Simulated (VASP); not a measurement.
# Li (a cell with a defect) in VASP: further runs

The runs below take Li (a cell with a defect) through single point, with PBE.

All numbers are computed with VASP 6.6.1; they aren't measurements. Logs are shortened: lines on timing, memory, paths and dates and some standing lists are left out, and cuts for length are marked.

**1. The crystal as given**

The cell holds a defect, 7 atoms: a = 5.968 Å, b = 5.968 Å, c = 5.968 Å, α = 109.47°, β = 109.47°, γ = 109.47°.

**2. Single point, PBE**

Input file INCAR:

```
PREC = Accurate ; ENCUT = 520
EDIFF = 1E-7 ; ISMEAR = 0
SIGMA = 0.1 ; LREAL = False
LASPH = True ; NELM = 100
ALGO = Fast ; ISIF = 2
LWAVE = False ; LCHARG = False
GGA = PE ; NBANDS = 20
```

Input file KPOINTS:

```
Automatic mesh
0
Gamma
  3 3 3
```

Input file POSCAR:

```
Li
1.0
   -3.4453500000      3.4453500000      3.4453500000
    3.4453500000     -3.4453500000      3.4453500000
    3.4453500000      3.4453500000     -3.4453500000
Li
7
Direct
   -0.0046839944      0.0002099932      0.4578006589
   -0.0034343390      0.4920941269     -0.0092170607
    0.0007100875      0.5163497177      0.4985853397
    0.4961127317      0.0013658990     -0.0059970685
    0.5081588228     -0.0003288490      0.4940377610
    0.4836974473      0.4848913753     -0.0180209558
    0.5048970351      0.5076192549      0.4982962544
```

Potentials or basis: VASP PAW PBE potentials, release 64 (Li_sv).

Run with:

```bash
$ cat potpaw_PBE.64/Li_sv/POTCAR > POTCAR
$ mpirun -np 1 vasp_std > vasp.out
```

OUTCAR:

```text
PREC = Accurate
   ENCUT = 520
   EDIFF = 1E-7
   ISMEAR = 0
   LREAL = False
   LASPH = True
   NELM = 100
   ISIF = 2
   GGA = PE

 ion  position               nearest neighbor table
   1  0.995  0.000  0.458-
   2  0.997  0.492  0.991-
   3  0.001  0.516  0.499-
   4  0.496  0.001  0.994-
   5  0.508  1.000  0.494-
   6  0.484  0.485  0.982-
   7  0.505  0.508  0.498-

  LATTYP: Found a body centered cubic cell.
 ALAT       =     6.8907000000

  Lattice vectors:

 A1 = (  -3.4453500000,   3.4453500000,   3.4453500000)
 A2 = (   3.4453500000,  -3.4453500000,   3.4453500000)
 A3 = (   3.4453500000,   3.4453500000,  -3.4453500000)

Analysis of symmetry for initial positions (statically):
=====================================================================
 Subroutine PRICEL returns:
 Original cell was already a primitive cell.

 Routine SETGRP: Setting up the symmetry group for a
 body centered cubic supercell.

 Subroutine GETGRP returns: Found  1 space group operations
 (whereof  1 operations were pure point group operations)
 out of a pool of 48 trial point group operations.

The static configuration has the point symmetry C_1 .

Analysis of symmetry for dynamics (positions and initial velocities):
=====================================================================
 Subroutine PRICEL returns:
 Original cell was already a primitive cell.

 Routine SETGRP: Setting up the symmetry group for a
 body centered cubic supercell.

 Subroutine GETGRP returns: Found  1 space group operations
 (whereof  1 operations were pure point group operations)
 out of a pool of 48 trial point group operations.

The dynamic configuration has the point symmetry C_1 .

 Subroutine INISYM returns: Found  1 space group operations
 (whereof  1 operations are pure point group operations),
 and found     1 'primitive' translations

----------------------------------------------------------------------------------------

                                     Primitive cell

  volume of cell :     163.5912

  direct lattice vectors                    reciprocal lattice vectors
    -3.445350000  3.445350000  3.445350000     0.000000000  0.145123137  0.145123137
     3.445350000 -3.445350000  3.445350000     0.145123137  0.000000000  0.145123137
     3.445350000  3.445350000 -3.445350000     0.145123137  0.145123137  0.000000000

  length of vectors
     5.967521250  5.967521250  5.967521250     0.205235109  0.205235109  0.205235109

  position of ions in fractional coordinates (direct lattice)
     0.995316006  0.000209993  0.457800659
     0.996565661  0.492094127  0.990782939
     0.000710088  0.516349718  0.498585340
     0.496112732  0.001365899  0.994002931
     0.508158823  0.999671151  0.494037761
     0.483697447  0.484891375  0.981979044
     0.504897035  0.507619255  0.498296254

  ion indices of the primitive-cell ions
   primitive index   ion index
                 1           1
                 2           2
                 3           3
                 4           4
                 5           5
                 6           6
                 7           7

----------------------------------------------------------------------------------------

 KPOINTS: Automatic mesh

Automatic generation of k-mesh.
 Grid dimensions read from file:
 generate k-points for:    3    3    3

 Generating k-lattice:

  Cartesian coordinates                     Fractional coordinates (reciprocal lattice)
     0.000000000  0.048374379  0.048374379     0.333333333  0.000000000  0.000000000
     0.048374379  0.000000000  0.048374379     0.000000000  0.333333333  0.000000000
     0.048374379  0.048374379  0.000000000     0.000000000  0.000000000  0.333333333

  Length of vectors
     0.068411703  0.068411703  0.068411703

  Shift w.r.t. Gamma in fractional coordinates (k-lattice)
     0.000000000  0.000000000  0.000000000

 Subroutine IBZKPT returns following result:
 ===========================================

 Found     14 irreducible k-points:

 Following reciprocal coordinates:
            Coordinates               Weight
  0.000000  0.000000  0.000000      1.000000
  0.333333  0.000000  0.000000      2.000000
  0.000000  0.333333  0.000000      2.000000
  0.000000  0.000000  0.333333      2.000000
  0.333333  0.000000 -0.333333      2.000000
  0.333333 -0.333333  0.000000      2.000000
  0.000000  0.333333 -0.333333      2.000000
  0.333333  0.333333  0.000000      2.000000
  0.000000  0.333333  0.333333      2.000000
  0.333333  0.000000  0.333333      2.000000
 -0.333333 -0.333333 -0.333333      2.000000
 -0.333333  0.333333  0.333333      2.000000
  0.333333 -0.333333  0.333333      2.000000
  0.333333  0.333333 -0.333333      2.000000
   k-points           NKPTS =     14   k-points in BZ     NKDIM =     14   number of bands    NBANDS=     20
   number of dos      NEDOS =    301   number of ions     NIONS =      7
   total plane-waves  NPLWV = 110592
   dimension x,y,z NGX =    48 NGY =   48 NGZ =   48
   dimension x,y,z NGXF=    96 NGYF=   96 NGZF=   96
   ions per type =               7
   NGX,Y,Z   is equivalent  to a cutoff of  13.37, 13.37, 13.37 a.u.
   NGXF,Y,Z  is equivalent  to a cutoff of  26.74, 26.74, 26.74 a.u.
 SYSTEM =  unknown system
   PREC   = accura    normal or accurate (medium, high low for compatibility)
   ISTART =      0    job   : 0-new  1-cont  2-samecut
   ICHARG =      2    charge: 1-file 2-atom 10-const
   ISPIN  =      1    spin polarized calculation?
   LNONCOLLINEAR =      F non collinear calculations
   LSORBIT =      F    spin-orbit coupling
   LASPH  =      T    aspherical Exc in radial PAW
   ENCUT  =  520.0 eV  38.22 Ry    6.18 a.u.  11.10 11.10 11.10*2*pi/ulx,y,z
   NELM   =    100;   NELMIN=  2; NELMDL= -5     # of ELM steps
   EDIFF  = 0.1E-06   stopping-criterion for ELM
   LREAL  =      F    real-space projection
   EDIFFG = 0.1E-05   stopping-criterion for IOM
   NSW    =      0    number of steps for IOM
   IBRION =     -1    ionic relax: 0-MD 1-quasi-New 2-CG
   NFREE  =      0    steps in history (QN), initial steepest desc. (CG)
   ISIF   =      2    stress and relaxation
   ISYM   =      2    0-nonsym 1-usesym 2-fastsym
   POTIM  = 0.5000    time-step for ionic-motion
   TEBEG  =    0.0;   TEEND  =   0.0 temperature during run
   PSTRESS=    0.0 pullay stress
   NELECT =      21.0000    total number of electrons
   NUPDOWN=      -1.0000    fix difference up-down
   EMIN   =  10.00;   EMAX   =-10.00  energy-range for DOS
   EFERMI =   0.00;   METHOD = LEGACY
   ISMEAR =     0;   SIGMA  =   0.10  broadening in eV -4-tet -1-fermi 0-gaus
   EFERMI_NEDOS =   21; number of points for ismear=-14 and -15
   IALGO  =     68    algorithm
   IMIX   =      4    mixing-type and parameters
     AMIX     =   0.40;   BMIX     =  1.00
     AMIX_MAG =   1.60;   BMIX_MAG =  1.00
  volume/ion in A,a.u.               =      23.37       157.71
  Fermi-wavevector in a.u.,A,eV,Ry     =   0.825837  1.560607  9.279276  0.682008
  Thomas-Fermi vector in A             =   1.937765
   LORBIT       =      0    0 simple, 1 ext, 2 COOP (PROOUT), +10 PAW based schemes
   GGA     = PE    functional components
   LHFCALC =     F    Hartree Fock is set to
   AEXX    =    0.0000 exact exchange contribution
   IVDW    =     0    specifies the selected vdW correction
   LEPSILON=     F    determine dielectric tensor
   LRPA    =     F    only Hartree local field effects (RPA)
 non-spin polarized calculation
 RMM-DIIS sequential band-by-band and
 Gauss-broadening in eV      SIGMA  =   0.10
  energy-cutoff  :      520.00
  volume of cell :      163.59
 maximum number of plane-waves:      4421
 NGX is ok and might be reduce to    48
   NGX = 23   NGY = 23   NGZ = 23

 number of electron      21.0000005 magnetization

 Free energy of the ion-electron system (eV)
  ---------------------------------------------------
  ext. energy  EPLUGINS =         0.00000000
  ---------------------------------------------------
  free energy    TOTEN  =       -12.65135083 eV

  energy without entropy =      -12.62320816  energy(sigma->0) =      -12.63727949

 E-fermi :   0.2347     XC(G=0):  -6.6595

 val. band max:        0.2101610678   @ k =   0.0000   0.3333   0.0000
 cond. band min:       0.3857447071   @ k =   0.0000   0.0000   0.0000
 fundamental gap:      0.1755836393
 Fermi energy:         0.2347121655

 k-point     1 :       0.0000    0.0000    0.0000
  band No.  band energies     occupation
      1     -46.6005      2.00000
      2     -46.5951      2.00000
      3     -46.5932      2.00000
      4     -46.5908      2.00000
      5     -46.4219      2.00000
      6     -46.4209      2.00000
[... 12 lines left out ...]
     19       3.6143      0.00000
     20       3.9536      0.00000

 k-point     2 :       0.3333    0.0000    0.0000
  band No.  band energies     occupation
      1     -46.6000      2.00000
      2     -46.5946      2.00000
      3     -46.5936      2.00000
      4     -46.5909      2.00000
      5     -46.4218      2.00000
      6     -46.4213      2.00000
[... 12 lines left out ...]
     19       4.7041      0.00000
     20       4.8237      0.00000

 k-point     3 :       0.0000    0.3333    0.0000
  band No.  band energies     occupation
      1     -46.5999      2.00000
      2     -46.5950      2.00000
      3     -46.5932      2.00000
      4     -46.5910      2.00000
      5     -46.4220      2.00000
      6     -46.4210      2.00000
[... 12 lines left out ...]
     19       4.7415      0.00000
     20       4.8205      0.00000

 k-point     4 :       0.0000    0.0000    0.3333
  band No.  band energies     occupation
      1     -46.6000      2.00000
      2     -46.5946      2.00000
      3     -46.5936      2.00000
      4     -46.5909      2.00000
      5     -46.4218      2.00000
      6     -46.4213      2.00000
[... 199 lines left out ...]
 k-point    13 :       0.3333   -0.3333    0.3333
  band No.  band energies     occupation
      1     -46.5999      2.00000
      2     -46.5943      2.00000
      3     -46.5939      2.00000
      4     -46.5907      2.00000
      5     -46.4221      2.00000
      6     -46.4215      2.00000
[... 12 lines left out ...]
     19       6.3117      0.00000
     20       6.7726      0.00000

 k-point    14 :       0.3333    0.3333   -0.3333
  band No.  band energies     occupation
      1     -46.5998      2.00000
      2     -46.5947      2.00000
      3     -46.5934      2.00000
      4     -46.5908      2.00000
      5     -46.4222      2.00000
      6     -46.4212      2.00000
[... 12 lines left out ...]
     19       6.3158      0.00000
     20       6.7738      0.00000

------------------------ aborting loop because EDIFF is reached ----------------------------------------

  FORCE on cell =-STRESS in cart. coord.  units (eV):
  Direction    XX          YY          ZZ          XY          YZ          ZX
  --------------------------------------------------------------------------------------
  -------------------------------------------------------------------------------------
  Total       -0.5568859     -0.5464313     -0.5567124     -0.0055059      0.0053494      0.0043642
  in kB       -5.4540207     -5.3516300     -5.4523210     -0.0539231      0.0523907      0.0427422
  external PRESSURE =      -5.4193239 kB  Pullay stress =       0.0000000 kB

 VOLUME and BASIS-vectors are now :
 -----------------------------------------------------------------------------
  energy-cutoff  :      520.00
  volume of cell :      163.59
      direct lattice vectors                 reciprocal lattice vectors
    -3.445350000  3.445350000  3.445350000     0.000000000  0.145123137  0.145123137
     3.445350000 -3.445350000  3.445350000     0.145123137  0.000000000  0.145123137
     3.445350000  3.445350000 -3.445350000     0.145123137  0.145123137  0.000000000

 POSITION                                       TOTAL-FORCE (eV/Angst)
 -----------------------------------------------------------------------------------
     -1.85120      5.00577      1.85265        -0.027113     -0.017843      0.025549
      1.67551      5.15167      1.71536         0.007767      0.017765     -0.015575
      3.49436     -0.05876      0.06365        -0.004557     -0.005642      0.002596
      1.72011      5.12926     -1.71070         0.011336      0.003094     -0.014523
      3.39556      0.00870      3.49287        -0.000305     -0.012681      0.001487
      3.38737      3.37915     -0.04613        -0.002981     -0.003929      0.007891
      1.72618      1.70743      1.77167         0.015853      0.019236     -0.007426
 -----------------------------------------------------------------------------------
    total drift:                                0.000090     -0.000229      0.000016

  FREE ENERGIE OF THE ION-ELECTRON SYSTEM (eV)
  ---------------------------------------------------
  free  energy   TOTEN  =       -12.6513508277 eV

  energy  without entropy=      -12.6232081602  energy(sigma->0) =      -12.63727949
```

Wall time 3.4 min (1 thread of AMD EPYC, shared host); peak memory 0.27 GiB.

What came out:

```
Free energy            : -12.6514 eV
Largest force          : 0.041 eV/Å
Band gap on the k mesh : none (metal or under the smearing width)
```

Forces in eV/Å, atoms in the order of the input:
```
Li  -0.027 -0.018  0.026
Li   0.008  0.018 -0.016
Li  -0.005 -0.006  0.003
Li   0.011  0.003 -0.015
Li   0.000 -0.013  0.001
Li  -0.003 -0.004  0.008
Li   0.016  0.019 -0.007
```

Caveat: the k mesh is coarse (spacing up to 0.43 Å⁻¹), so the values aren't converged; the cutoff is under 1.25 times the usual one of these potentials, so pressure, stress and relaxed cells hold a basis-set (Pulay) error.

**3. Single point, PBE**

Input file INCAR:

```
SYSTEM = Li
  PREC = Accurate
  ENCUT = 520
  EDIFF = 1E-6
  ISMEAR = 0
  SIGMA = 0.1
  LREAL = .False.
  LASPH = .True.
  NELM = 100
  ALGO = Normal
  ISIF = 2
  LWAVE = .False.
  LCHARG = .False.
  GGA = PE
  NBANDS = 20
```

Input file KPOINTS:

```
Automatic mesh
0
Gamma
  3 3 3
  0 0 0
```

Input file POSCAR:

```
Li
1.0
   -3.4453500000      3.4453500000      3.4453500000
    3.4453500000     -3.4453500000      3.4453500000
    3.4453500000      3.4453500000     -3.4453500000
Li
7
Direct
   -0.0043941835     -0.0003371210      0.4962787525
   -0.0040116389      0.4979153061     -0.0015560103
    0.0010535940      0.5038676767      0.5028547172
    0.5018947277      0.0018688958      0.0041647438
    0.4954678044     -0.0007441914      0.4980393864
    0.4960976388      0.4975800717     -0.0029734280
    0.4999952109      0.5021957131      0.5015901142
```

Potentials or basis: VASP PAW PBE potentials, release 64 (Li_sv).

Run with:

```bash
$ cat potpaw_PBE.64/Li_sv/POTCAR > POTCAR
$ mpirun -np 1 vasp_std > vasp.out
```

It took 1.9 min on 1 thread of AMD EPYC, shared host; peak memory 0.27 GiB.

It converged, with:

```
Free energy            : -12.6467 eV
Largest force          : 0.019 eV/Å
Band gap on the k mesh : none (metal or under the smearing width)
```

Forces on the atoms (eV/Å):
```
Li  -0.002  0.002  0.001
Li  -0.004  0.007 -0.001
Li   0.005 -0.001  0.002
Li  -0.008 -0.016  0.007
Li   0.006  0.006 -0.005
Li   0.008  0.007 -0.013
Li  -0.004 -0.006  0.008
```

Levels at points of the mesh, in eV from the Fermi level:
```tsv
k point	band 8	band 9	band 10	band 11	band 12	band 13
(0.00, 0.00, 0.00)	-3.35	0.15	0.15	0.15	1.08	1.08
```

Caveat: the k mesh is coarse (spacing up to 0.43 Å⁻¹), so the values aren't converged; the cutoff is under 1.25 times the usual one of these potentials, so pressure, stress and relaxed cells hold a basis-set (Pulay) error.
